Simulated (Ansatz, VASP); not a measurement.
# MnAs: VASP beside Ansatz

```
CELL_PARAMETERS angstrom
3.32400 0.00000 0.00000
-1.66200 2.87867 0.00000
0.00000 0.00000 5.61560
ATOMIC_POSITIONS crystal
Mn 0.00000 0.00000 0.00000
Mn 0.00000 0.00000 0.50000
As 0.33333 0.66667 0.25000
As 0.66667 0.33333 0.75000
```

Alike in both runs: functional PBEsol; k mesh 14 × 14 × 8; occupations gaussian, width 0.05 eV; no spin polarisation.

Ansatz relaxed the structure, and its values are those at the end. VASP's run is a single point on that final structure, the one shown.

|  | VASP | Ansatz |
| --- | --- | --- |
| version | VASP 6.6.1 | Ansatz 0.2.0 |
| potentials or method | VASP PAW PBE potentials, release 64 (Mn_pv, As) | scalar-relativistic, plane waves, PAW |
| plane-wave cutoff (eV) | 520 | 420 |
| valence electrons in the cell | 36 | 60 |

|  | VASP | Ansatz | Ansatz less VASP |
| --- | --- | --- | --- |
| pressure (GPa) | 0.5 | 0.0 | -0.54 |

The two sets of potentials don't hold the same shells in valence.

Caveats: the PAW data sets were made with another functional, which shifts forces and pressure a little (VASP). Spin polarisation is off, so any magnetic state and its effect on volume and gap are missing.
